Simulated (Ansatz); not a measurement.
# NiO (Fm-3m) in Ansatz: further runs

One crystal, NiO, is run at these levels: PBEsol+D3(BJ); tasks: single point, equation of state.

All numbers are computed with Ansatz 0.2.0; they aren't measurements. Logs are shortened: lines on timing, memory, paths and dates and some standing lists are left out, and cuts for length are marked.

## (1) The crystal as given

It takes space group Fm-3m (No. 225, cubic). Conventional cell: a = 4.172 Å, b = 4.172 Å, c = 4.172 Å, α = 90.00°, β = 90.00°, γ = 90.00°. Around Ni (site symmetry m-3m) lie 6 O at 2.09 Å. O (site symmetry m-3m) has 6 Ni at 2.09 Å as nearest neighbours.

## (2) Single point, PBEsol+D3(BJ), collinear spin, ferromagnetic start, 8.53 Å³/atom (volume scaled by 0.94)

input.yaml reads:

```yaml
crystal:
  lattice:
    - [0.0, 2.0433202721, 2.0433202721]
    - [2.0433202721, 0.0, 2.0433202721]
    - [2.0433202721, 2.0433202721, 0.0]
  atoms:
    - { symbol: Ni, position: [0.0, 0.0, 0.0], spin: 1.0 }
    - { symbol: O, position: [0.5, 0.5, 0.5] }
hamiltonian:
  xc: pbesol
  pseudopotentials: { kind: paw }
  dispersion: d3bj
magnetization:
  spin_polarized: true
kpoints:
  mp_grid: { grid: [11, 11, 11] }
scf:
  occupations: { method: fermi_dirac, width: 0.05 }
output:
  forces: true
  stress: true
  eigenvalues: true
  write_density: true
  write_potential: true
  elf: true
  volumetric_format: npy
```

Potentials or basis: Ansatz PAW.

Launch:

```sh
ansatz run input.yaml --threads 2 --pin off --max-ram 5120MiB --backend cpu --events-out ev --progress --plain --runs-dir out
```

The program printed:

```text
Warning: RAYON_NUM_THREADS=2 ignored (pool sized by the plan → 2); use --threads N
Engine: ansatz 0.2.0, x86_64-unknown-linux-gnu
Pseudopotentials: kind: paw
Pseudopotential: Ni, paw, valence charge 18, recommended cutoff 420 eV (normal), Ni.paw.azcp
Pseudopotential: O, paw, valence charge 6, recommended cutoff 420 eV (normal), O.paw.azcp
Functional definition: PBEsol
  exchange = pbesol_x
  correlation = pbesol_c
Crystal: 2 atoms, lattice volume = 17.062 Å³
Basis set: ecut = 420 eV, 331 PW (Γ), exchange–correlation on 40×40×40 points (8 copies of the dense FFT grid, shifted against one another)
Bands: 17, of which v1, the nominal top of the filled ones, is band 12 counted from 1 (11 counted from 0)
Symmetry: 48 space group operations
Space group: Fm-3m (ITA 225), of the structure as read, at distance tolerance 2.6e-5 Å
Magnetic group: BNS 225.116 (UNI 1618), of the structure as read, at distance tolerance 2.6e-5 Å
k-points: 56 of 1331
Non-local potential: Ni, projectors of the file, l = 0: 3, l = 1: 2, l = 2: 3, l = 3: 1
Non-local potential: O, projectors of the file, l = 0: 2, l = 1: 2, l = 2: 1
PAW form: soft (Blöchl's): semilocal exchange-correlation on the pseudo side does not see the compensation charge
PAW frozen core: Ni, regenerated for the run's functional, and the local potential with it (the file was generated under x = pbe(κ = 0.804, μ = 0.2195149727645171), c = pbe(β = 0.06672455060314922))
PAW frozen core: O, regenerated for the run's functional, and the local potential with it (the file was generated under x = pbe(κ = 0.804, μ = 0.2195149727645171), c = pbe(β = 0.06672455060314922))
PAW one-centre angular grid: Ni, 590 points (default); XC on 64 Gauss nodes
PAW one-centre angular grid: O, 110 points (default); XC on 64 Gauss nodes
Initial density: superposition of atomic densities (chi_scale 0.1, normalization cell, long waves kept (reshape's long-wave potential 0.00 eV rms))
Starting moments: Σ|m| = 1 μB on 1 of 2 sites
Initial wavefunctions: pseudopotential atomic-orbital guess
Functional: x = pbesol(κ = 0.804, μ = 0.12345679012345678), c = pbesol(β = 0.046)
SCF iter   1: F=—  HF=-6363.336961 eV  |F-HF|=—  |Δ(HF+E_count)|=         —  Δρ=1.96e-1 (↑6.84e-2 ↓1.96e-1)  dr2=7.31e0  dr2_m=9.88e-1  M=0.294 μB ∫|m|=0.294 μB  β_m=0.30  ethr=3.10e-3  ⟨swp⟩=5.4  Hψ=8260  notcnv=0
Mixer restart at iter 1: flushing history
preconditioner: auto → none  [metal: Δε(μ)=0.043 eV  Ē_g=14.515 eV  σ=0.050 eV  W_gap=0.21  n_scr=8 (ndim 8)  ℏωp=36.0 eV  f_vac=0.000  D(μ)=1.65/eV (n_scr^D=14)  sad-step TF]
SCF iter   2: F=—  HF=-6364.055226 eV  |F-HF|=—  |Δ(HF+E_count)|=   7.18e-1  Δρ=8.66e-2 (↑3.45e-2 ↓8.66e-2)  dr2=9.77e-1  dr2_m=3.36e-1  M=0.387 μB ∫|m|=0.387 μB  β_m=0.39  ethr=3.10e-3  ⟨swp⟩=3.2  Hψ=4784  notcnv=0  defer=17
SCF iter   3: F=—  HF=-6364.574481 eV  |F-HF|=—  |Δ(HF+E_count)|=   5.19e-1  Δρ=4.55e-2 (↑1.77e-2 ↓4.55e-2)  dr2=3.11e-1  dr2_m=9.23e-2  M=0.383 μB ∫|m|=0.383 μB  β_m=0.54  ethr=3.10e-3  ⟨swp⟩=2.0  Hψ=3302  notcnv=0  defer=7
SCF iter   4: F=—  HF=-6364.731751 eV  |F-HF|=—  |Δ(HF+E_count)|=   1.57e-1  Δρ=1.04e-2 (↑8.16e-3 ↓1.04e-2)  dr2=2.63e-2  dr2_m=5.87e-4  M=0.396 μB ∫|m|=0.396 μB  β_m=0.63  ethr=1.30e-3  ⟨swp⟩=2.6  Hψ=3098  notcnv=0  defer=7
SCF iter   5: F=—  HF=-6364.734590 eV  |F-HF|=—  |Δ(HF+E_count)|=   2.84e-3  Δρ=2.37e-3 (↑2.37e-3 ↓2.26e-3)  dr2=2.10e-3  dr2_m=8.00e-5  M=0.400 μB ∫|m|=0.400 μB  β_m=0.72  ethr=1.09e-4  ⟨swp⟩=2.0  Hψ=3799  notcnv=0  defer=7
SCF iter   6: F=—  HF=-6364.734742 eV  |F-HF|=—  |Δ(HF+E_count)|=   1.52e-4  Δρ=1.64e-3 (↑1.43e-3 ↓1.64e-3)  dr2=1.01e-3  dr2_m=2.75e-5  M=0.399 μB ∫|m|=0.399 μB  β_m=0.60  ethr=8.77e-6  ⟨swp⟩=2.0  Hψ=3263  notcnv=0  defer=7
SCF iter   7: F=—  HF=-6364.734637 eV  |F-HF|=—  |Δ(HF+E_count)|=   1.05e-4  Δρ=3.41e-4 (↑1.07e-4 ↓3.41e-4)  dr2=2.06e-5  dr2_m=2.72e-6  M=0.401 μB ∫|m|=0.401 μB  β_m=0.80  ethr=4.22e-6  ⟨swp⟩=2.0  Hψ=2299  notcnv=0  defer=7
SCF iter   8: F=—  HF=-6364.734666 eV  |F-HF|=—  |Δ(HF+E_count)|=   2.89e-5  Δρ=9.11e-5 (↑9.11e-5 ↓8.97e-5)  dr2=3.10e-6  dr2_m=4.09e-7  M=0.401 μB ∫|m|=0.402 μB  β_m=0.90  ethr=8.58e-8  ⟨swp⟩=2.2  Hψ=2623  notcnv=0  defer=7
SCF iter   9: F=—  HF=-6364.734667 eV  |F-HF|=—  |Δ(HF+E_count)|=   1.14e-6  Δρ=7.66e-5 (↑3.03e-5 ↓7.66e-5)  dr2=1.34e-6  dr2_m=1.34e-7  M=0.402 μB ∫|m|=0.402 μB  β_m=0.86  ethr=1.29e-8  ⟨swp⟩=2.1  Hψ=2775  notcnv=0  defer=7
[... 3 lines left out ...]
SCF 1 converged in 12 iterations: F = -6364.734667 eV  dr2 = 1.39e-10
[... 1 line left out ...]
Starting moments: Σ|m| = 1 μB on 1 of 2 sites; this step starts from the density that it was given
[... 8 lines left out ...]
this SCF's setup event announced max_iter 8: a cap that the engine derives, which gives way to 188 iterations because this look along open shells stands lower than the state that it set out from. From here on the SCF can send more iterations than it announced.
[... 1 line left out ...]
SCF 2 converged in 6 iterations: F = -6364.737227 eV  dr2 = 1.00e-8
[... 6 lines left out ...]
SCF 3 converged in 3 iterations: F = -6364.737227 eV  dr2 = 4.06e-9
SCF converged after 3 iterations
Magnetization: 1.2150 μB (12.6075 up, 11.3925 down)
Absolute magnetization: 1.2189 μB (∫|ρ↑−ρ↓|, with the PAW one-centre terms)
Spin contamination: 0.0063 ħ² per cell (⟨S²⟩ above its minimum at these occupations)
Per-site moments (μB) at R_I (Å): [(0.9933242273528656, 0.8428696122412499), (0.17852912548946512, 0.8428696122412499)]
Free energy (F): -6364.737227 eV
Harris-Foulkes:  -6364.737227 eV  (|F-HF|=4.36e-9)
Internal energy: -6364.723648 eV  (E = F + TS)
E sigma→0 (E₀):  -6364.730438 eV
Entropy (-TS):   -0.013579 eV (-6.789 meV/atom)
Fermi energy:    15.739144 eV
--- Per-component energies (eV) ---
  E_band       = -297.585507
  E_kinetic    = 454.502601
  E_local      = -3887.529286  (includes V_loc(G=0)·N_el)
  E_nonlocal   = 694.356647
  E_hartree    = 1604.083391
  E_xc         = -155.486029
  E_vxc        = -200.462870  (∫ρ·V_xc dr)
  E_paw        = -1751.802798  (= ΣΔE_a)
  E_vpaw       = -566.619366  (= ΣTr[D̂ρ^β])
  E_aug_tail   = 0.003059  (compensation charges beyond the density's cutoff)
  E_ewald      = -3322.626649
  E_disp       = -0.457161  (pairwise vdW)
  E_core_change = 0.232577  (= ΣΔE_core)
  E_smearing   = -0.013579  (= −TS)
  E_closure    = 0.000000  (closes the sum)
  Σ components = -6364.737227   (vs F -6364.737227, Δ=0.00e0)
--- Forces (eV/Å), atoms counted from 1 ---
  atom   1  Ni     0.00000000    -0.00000000    -0.00000000
  atom   2  O      0.00000000     0.00000000     0.00000000
  max |Σ_I F_I| component: 3.26e-29 eV/Å
--- Stress (GPa, compression-positive) ---
        2.706435       0.000000       0.000000
       -0.000000       2.706435      -0.000000
        0.000000      -0.000000       2.706435
  P = ⅓ Tr σ = 2.7064 GPa (27.064 kbar)
--- Band table (eV; the first three rows and the last of 112) ---
  k-point 0 ↑: bands = ["-87.9745", "-48.5085", "-48.5085", "-48.5085", "-5.3998", "12.2591", "12.2591", "12.2591", "12.9822", "12.9822", "13.1597", "13.1597", "13.1597", "17.4667", "33.3853", "34.9012", "34.9012"]
  k-point 1 ↑: bands = ["-87.9741", "-48.5120", "-48.5090", "-48.5090", "-5.2930", "11.4611", "11.6184", "11.6184", "13.2011", "13.2011", "13.4104", "13.6871", "13.6871", "18.0382", "31.7488", "34.6480", "34.6480"]
  k-point 2 ↑: bands = ["-87.9733", "-48.5211", "-48.5102", "-48.5102", "-4.9930", "10.0422", "10.8152", "10.8152", "13.3850", "13.3850", "13.6798", "14.5969", "14.5969", "19.2511", "29.5237", "33.5671", "33.5671"]
  k-point 55 ↓: bands = ["-86.7127", "-47.3137", "-47.3115", "-47.2991", "-3.3025", "9.0151", "9.0722", "9.9283", "14.4656", "14.7188", "15.0924", "15.6870", "16.4385", "24.9971", "26.5504", "26.7069", "30.2557"]
```

Run time: 5.3 s. Hardware: 2 threads of Intel Xeon Platinum 8488C (Sapphire Rapids), shared host; peak memory 0.49 GiB.

What came out:

```yaml
Free_energy: -6364.7372 eV
Pressure: 2.7 GPa
Band_gap_on_the_k_mesh: none (metal or under the smearing width)
Net_moment: 1.22 μB per cell
Absolute_moment: 1.22 μB per cell
Site_moments: Ni +0.99; O +0.18 μB
```

Caveat: the pressure holds a Pulay correction of +0.8 GPa for the finite cutoff; a cell with one magnetic atom can't hold antiferromagnetic order, which such compounds often take; semilocal functionals often make such compounds metallic where correlation or magnetic order opens a gap, which also shifts bond lengths; pairwise dispersion overbinds metals, which lowers pressure and volume; the PAW data sets come from PBE, with cores solved anew for the run's functional, which leaves a small shift of forces and pressure.

## (3) Single point, PBEsol+D3(BJ), collinear spin, ferromagnetic start, 8.71 Å³/atom (volume scaled by 0.96)

Edit input.yaml of step 2 so:

```diff
@@ -2,5 +2,5 @@
   lattice:
-    - [0.0, 2.0433202721, 2.0433202721]
-    - [2.0433202721, 0.0, 2.0433202721]
-    - [2.0433202721, 2.0433202721, 0.0]
+    - [0.0, 2.0577103256, 2.0577103256]
+    - [2.0577103256, 0.0, 2.0577103256]
+    - [2.0577103256, 2.0577103256, 0.0]
   atoms:
@@ -22,5 +22 @@
   eigenvalues: true
-  write_density: true
-  write_potential: true
-  elf: true
-  volumetric_format: npy
```

Potentials or basis: Ansatz PAW.

Launch:

```sh
ansatz run input.yaml --threads 2 --pin off --max-ram 5120MiB --backend cpu --events-out ev --progress --plain --runs-dir out
```

Wall time 5.4 s (2 threads of Intel Xeon Platinum 8488C (Sapphire Rapids), shared host); peak memory 0.48 GiB.

Results (log left out):

| Item | Value |
| --- | --- |
| Free energy | -6364.7386 eV |
| Pressure | -1.6 GPa |
| Band gap on the k mesh | none (metal or under the smearing width) |
| Net moment | 1.28 μB per cell |
| Absolute moment | 1.28 μB per cell |
| Site moments | Ni +1.05; O +0.19 μB |

Caveat: the pressure holds a Pulay correction of +0.8 GPa for the finite cutoff; a cell with one magnetic atom can't hold antiferromagnetic order, which such compounds often take; semilocal functionals often make such compounds metallic where correlation or magnetic order opens a gap, which also shifts bond lengths; pairwise dispersion overbinds metals, which lowers pressure and volume; the PAW data sets come from PBE, with cores solved anew for the run's functional, which leaves a small shift of forces and pressure.

## (4) Single point, PBEsol+D3(BJ), collinear spin, ferromagnetic start, 8.89 Å³/atom (volume scaled by 0.98)

Edit input.yaml of step 3 so:

```diff
@@ -2,5 +2,5 @@
   lattice:
-    - [0.0, 2.0577103256, 2.0577103256]
-    - [2.0577103256, 0.0, 2.0577103256]
-    - [2.0577103256, 2.0577103256, 0.0]
+    - [0.0, 2.0719018797, 2.0719018797]
+    - [2.0719018797, 0.0, 2.0719018797]
+    - [2.0719018797, 2.0719018797, 0.0]
   atoms:
```

Launch:

```sh
ansatz run input.yaml --threads 2 --pin off --max-ram 5120MiB --backend cpu --events-out ev --progress --plain --runs-dir out
```

Wall time 5 s (2 threads of Intel Xeon Platinum 8488C (Sapphire Rapids), shared host); peak memory 0.48 GiB.

Results (log left out):

```
Free energy            : -6364.7299 eV
Pressure               : -6.0 GPa
Band gap on the k mesh : none (metal or under the smearing width)
Net moment             : 1.33 μB per cell
Absolute moment        : 1.33 μB per cell
Site moments           : Ni +1.09; O +0.20 μB
```

Caveat: the pressure holds a Pulay correction of +0.8 GPa for the finite cutoff; a cell with one magnetic atom can't hold antiferromagnetic order, which such compounds often take; semilocal functionals often make such compounds metallic where correlation or magnetic order opens a gap, which also shifts bond lengths; pairwise dispersion overbinds metals, which lowers pressure and volume; the PAW data sets come from PBE, with cores solved anew for the run's functional, which leaves a small shift of forces and pressure.

## (5) Single point, PBEsol+D3(BJ), collinear spin, ferromagnetic start, 9.08 Å³/atom

Edit input.yaml of step 4 so:

```diff
@@ -2,5 +2,5 @@
   lattice:
-    - [0.0, 2.0719018797, 2.0719018797]
-    - [2.0719018797, 0.0, 2.0719018797]
-    - [2.0719018797, 2.0719018797, 0.0]
+    - [0.0, 2.0859016414, 2.0859016414]
+    - [2.0859016414, 0.0, 2.0859016414]
+    - [2.0859016414, 2.0859016414, 0.0]
   atoms:
```

Launch:

```sh
ansatz run input.yaml --threads 2 --pin off --max-ram 5120MiB --backend cpu --events-out ev --progress --plain --runs-dir out
```

Wall time 2.9 s (2 threads of Intel Xeon Platinum 8488C (Sapphire Rapids), shared host); peak memory 0.42 GiB.

Results (log left out):

```yaml
Free_energy: -6364.7116 eV
Pressure: -10.0 GPa
Band_gap_on_the_k_mesh: none (metal or under the smearing width)
Net_moment: 1.40 μB per cell
Absolute_moment: 1.41 μB per cell
Site_moments: Ni +1.15; O +0.21 μB
```

Caveat: the pressure holds a Pulay correction of +0.7 GPa for the finite cutoff; a cell with one magnetic atom can't hold antiferromagnetic order, which such compounds often take; semilocal functionals often make such compounds metallic where correlation or magnetic order opens a gap, which also shifts bond lengths; pairwise dispersion overbinds metals, which lowers pressure and volume; the PAW data sets come from PBE, with cores solved anew for the run's functional, which leaves a small shift of forces and pressure.

## (6) Single point, PBEsol+D3(BJ), collinear spin, ferromagnetic start, 9.26 Å³/atom (volume scaled by 1.02)

Edit input.yaml of step 5 so:

```diff
@@ -2,5 +2,5 @@
   lattice:
-    - [0.0, 2.0859016414, 2.0859016414]
-    - [2.0859016414, 0.0, 2.0859016414]
-    - [2.0859016414, 2.0859016414, 0.0]
+    - [0.0, 2.0997159621, 2.0997159621]
+    - [2.0997159621, 0.0, 2.0997159621]
+    - [2.0997159621, 2.0997159621, 0.0]
   atoms:
@@ -22 +22,5 @@
   eigenvalues: true
+  write_density: true
+  write_potential: true
+  elf: true
+  volumetric_format: npy
```

Potentials or basis: Ansatz PAW.

Launch:

```sh
ansatz run input.yaml --threads 2 --pin off --max-ram 5120MiB --backend cpu --events-out ev --progress --plain --runs-dir out
```

It took 3.9 s on 2 threads of Intel Xeon Platinum 8488C (Sapphire Rapids), shared host; peak memory 0.42 GiB.

The run converged. Its results:

- Free energy: -6364.6851 eV
- Pressure: -13.3 GPa
- Band gap on the k mesh: none (metal or under the smearing width)
- Net moment: 1.50 μB per cell
- Absolute moment: 1.51 μB per cell
- Site moments: Ni +1.22; O +0.23 μB

Caveat: the pressure holds a Pulay correction of +0.7 GPa for the finite cutoff; a cell with one magnetic atom can't hold antiferromagnetic order, which such compounds often take; semilocal functionals often make such compounds metallic where correlation or magnetic order opens a gap, which also shifts bond lengths; pairwise dispersion overbinds metals, which lowers pressure and volume; the PAW data sets come from PBE, with cores solved anew for the run's functional, which leaves a small shift of forces and pressure.

## (7) Single point, PBEsol+D3(BJ), collinear spin, ferromagnetic start, 9.44 Å³/atom (volume scaled by 1.04)

Edit input.yaml of step 6 so:

```diff
@@ -2,5 +2,5 @@
   lattice:
-    - [0.0, 2.0997159621, 2.0997159621]
-    - [2.0997159621, 0.0, 2.0997159621]
-    - [2.0997159621, 2.0997159621, 0.0]
+    - [0.0, 2.1133508634, 2.1133508634]
+    - [2.1133508634, 0.0, 2.1133508634]
+    - [2.1133508634, 2.1133508634, 0.0]
   atoms:
@@ -22,5 +22 @@
   eigenvalues: true
-  write_density: true
-  write_potential: true
-  elf: true
-  volumetric_format: npy
```

Launch:

```sh
ansatz run input.yaml --threads 2 --pin off --max-ram 5120MiB --backend cpu --events-out ev --progress --plain --runs-dir out
```

Wall time 3.6 s (2 threads of Intel Xeon Platinum 8488C (Sapphire Rapids), shared host); peak memory 0.42 GiB.

It converged, with:

```yaml
Free_energy: -6364.6516 eV
Pressure: -16.2 GPa
Band_gap_on_the_k_mesh: none (metal or under the smearing width)
Net_moment: 1.58 μB per cell
Absolute_moment: 1.59 μB per cell
Site_moments: Ni +1.28; O +0.25 μB
```

Caveat: the pressure holds a Pulay correction of +0.7 GPa for the finite cutoff; a cell with one magnetic atom can't hold antiferromagnetic order, which such compounds often take; semilocal functionals often make such compounds metallic where correlation or magnetic order opens a gap, which also shifts bond lengths; pairwise dispersion overbinds metals, which lowers pressure and volume; the PAW data sets come from PBE, with cores solved anew for the run's functional, which leaves a small shift of forces and pressure.

## (8) Single point, PBEsol+D3(BJ), collinear spin, ferromagnetic start, 9.62 Å³/atom (volume scaled by 1.06)

Edit input.yaml of step 7 so:

```diff
@@ -2,5 +2,5 @@
   lattice:
-    - [0.0, 2.1133508634, 2.1133508634]
-    - [2.1133508634, 0.0, 2.1133508634]
-    - [2.1133508634, 2.1133508634, 0.0]
+    - [0.0, 2.1268120599, 2.1268120599]
+    - [2.1268120599, 0.0, 2.1268120599]
+    - [2.1268120599, 2.1268120599, 0.0]
   atoms:
```

Launch:

```sh
ansatz run input.yaml --threads 2 --pin off --max-ram 5120MiB --backend cpu --events-out ev --progress --plain --runs-dir out
```

It took 2.9 s on 2 threads of Intel Xeon Platinum 8488C (Sapphire Rapids), shared host; peak memory 0.42 GiB.

Results (log left out):

```
Free energy            : -6364.6121 eV
Pressure               : -18.5 GPa
Band gap on the k mesh : none (metal or under the smearing width)
Net moment             : 1.66 μB per cell
Absolute moment        : 1.67 μB per cell
Site moments           : Ni +1.34; O +0.27 μB
```

Caveat: the pressure holds a Pulay correction of +0.7 GPa for the finite cutoff; a cell with one magnetic atom can't hold antiferromagnetic order, which such compounds often take; semilocal functionals often make such compounds metallic where correlation or magnetic order opens a gap, which also shifts bond lengths; pairwise dispersion overbinds metals, which lowers pressure and volume; the PAW data sets come from PBE, with cores solved anew for the run's functional, which leaves a small shift of forces and pressure.

## (9) Equation of state, PBEsol+D3(BJ), collinear spin, ferromagnetic start

Potentials or basis: Ansatz PAW.

No new run: the results of the series are fitted here.

What came out:

```yaml
Equilibrium_volume: 8.65 Å³/atom
Bulk_modulus: 233 GPa
Pressure_derivative_of_the_bulk_modulus: "5.3 (rough: it moves with the points fitted)"
```

Energy against volume, from the lowest point:
| volume (Å³/atom) | energy (meV/atom) |
| --- | --- |
| 8.531 | 0.68 |
| 8.713 | 0.00 |
| 8.894 | 4.37 |
| 9.076 | 13.48 |
| 9.257 | 26.77 |
| 9.439 | 43.49 |
| 9.620 | 63.24 |
